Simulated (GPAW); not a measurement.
The system is MoSe2.

```
CELL_PARAMETERS angstrom
3.28800 0.00000 0.00000
-1.64400 2.84749 0.00000
0.00000 0.00000 12.90000
ATOMIC_POSITIONS crystal
Mo 0.66667 0.33333 0.75000
Mo 0.33333 0.66667 0.25000
Se 0.66667 0.33333 0.37500
Se 0.33333 0.66667 0.87500
Se 0.66667 0.33333 0.12500
Se 0.33333 0.66667 0.62500
```

| Item | Value |
| --- | --- |
| Program | GPAW 26.7.0 |
| Task | relaxation of cell and atoms |
| Functional | PBEsol |
| Dispersion | D3 |
| Potentials or basis | PAW data sets generated in the run's folder for this functional |
| Cutoff | 600 eV |
| Basis | pw |
| k mesh | 6 × 6 × 2 |
| Occupations | fermi-dirac, width 0.05 eV |
| Spin | no spin polarisation |

At the start: pressure 1.1 GPa; volume 20.13 Å³/atom.

Q: How do energy, volume and symmetry change on relaxing?

A: Over 15 steps the energy falls by 18.1 meV/atom and the volume is 19.12 Å³/atom (-5.0 %); space group P6_3/mmc (No. 194, to 0.05 Å).

Step by step:
| step | energy change (eV) | largest force (eV/Å) | pressure (GPa) | volume (Å³) |
| --- | --- | --- | --- | --- |
| 1 | 0.0000 | 0.7681 | 1.08 | 120.78 |
| 2 | -0.0327 | 0.5255 | -0.04 | 120.89 |
| 3 | -0.0657 | 0.0375 | -2.18 | 120.89 |
| 4 | -0.0699 | 0.0147 | -2.28 | 120.64 |
| 5 | -0.0867 | 0.1384 | -1.89 | 118.89 |
| 6 | -0.0936 | 0.0977 | -1.00 | 117.64 |
| 7 | -0.0960 | 0.0042 | -0.22 | 117.01 |
| 8 | -0.0966 | 0.0349 | -0.02 | 116.94 |
| 9 | -0.0973 | 0.0724 | 0.14 | 116.86 |
| 10 | -0.0991 | 0.1220 | 0.36 | 116.61 |
| 11 | -0.1023 | 0.1635 | 0.57 | 116.00 |
| 12 | -0.1059 | 0.1454 | 0.57 | 115.13 |
| 13 | -0.1079 | 0.0681 | 0.29 | 114.66 |
| 14 | -0.1085 | 0.0080 | 0.03 | 114.67 |
| 15 | -0.1085 | 0.0001 | 0.00 | 114.69 |

Final structure:
```yaml
crystal:
  lattice:
    - [3.24733, 0.00000, 0.00000]
    - [-1.62367, 2.81227, 0.00000]
    - [0.00000, 0.00000, 12.55895]
  atoms:
    - { symbol: Mo, position: [0.66667, 0.33333, 0.75000] }
    - { symbol: Mo, position: [0.33333, 0.66667, 0.25000] }
    - { symbol: Se, position: [0.66667, 0.33333, 0.38260] }
    - { symbol: Se, position: [0.33333, 0.66667, 0.88260] }
    - { symbol: Se, position: [0.66667, 0.33333, 0.11740] }
    - { symbol: Se, position: [0.33333, 0.66667, 0.61740] }
```

Caveat: the k mesh is coarse; later steps reuse the first step's grids.
